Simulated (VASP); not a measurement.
Here is a VASP 6.6.1 calculation.

The input INCAR:

```
ALGO     = Normal         # electronic algorithm
EDIFF    = 1E-6           # SCF threshold, eV
EDIFFG   = -0.01          # ionic threshold
ENCUT    = 600            # plane-wave cutoff, eV
GGA      = PE             # functional
IBRION   = 2              # ionic algorithm
ISIF     = 3              # what is computed and relaxed
ISMEAR   = 0              # smearing method
LASPH    = T              # aspherical terms in the spheres
LCHARG   = F              # write CHGCAR
LREAL    = F              # projectors in reciprocal space
LWAVE    = F              # write WAVECAR
NELM     = 80             # most SCF steps
NSW      = 90             # ionic steps
PREC     = Accurate       # precision mode
SIGMA    = 0.03           # smearing width, eV
```

File KPOINTS:

```
k-points
0
Gamma
  8 8 8
```

POSCAR

```
TePb
1.0
    0.0000000000      3.2310000000      3.2310000000
    3.2310000000      0.0000000000      3.2310000000
    3.2310000000      3.2310000000      0.0000000000
Te Pb
1 1
Direct
    0.5000000000      0.5000000000      0.5000000000
    0.0000000000      0.0000000000      0.0000000000
```

Potentials or basis: VASP PAW PBE potentials, release 64 (Te, Pb_d).

Run with:

```console
$ cat potpaw_PBE.64/Te/POTCAR potpaw_PBE.64/Pb_d/POTCAR > POTCAR
$ mpirun -np 1 vasp_std > vasp.out
```

(1) Estimate the space group after relaxing (to 0.05 Å).

(2) Estimate the relaxed volume.

(3) Estimate the relaxed cell.

(4) Predict the band gap on the k mesh.

Answers

(1) Fm-3m (No. 225).

(2) 35.42 Å³/atom.

(3) a = 4.644 Å, b = 4.644 Å, c = 4.644 Å, α = 60.00°, β = 60.00°, γ = 60.00°.

(4) 0.83 eV, direct.

Caveat: spin-orbit coupling is left out, which as a rule narrows the gap of such compounds by several tenths of an eV.
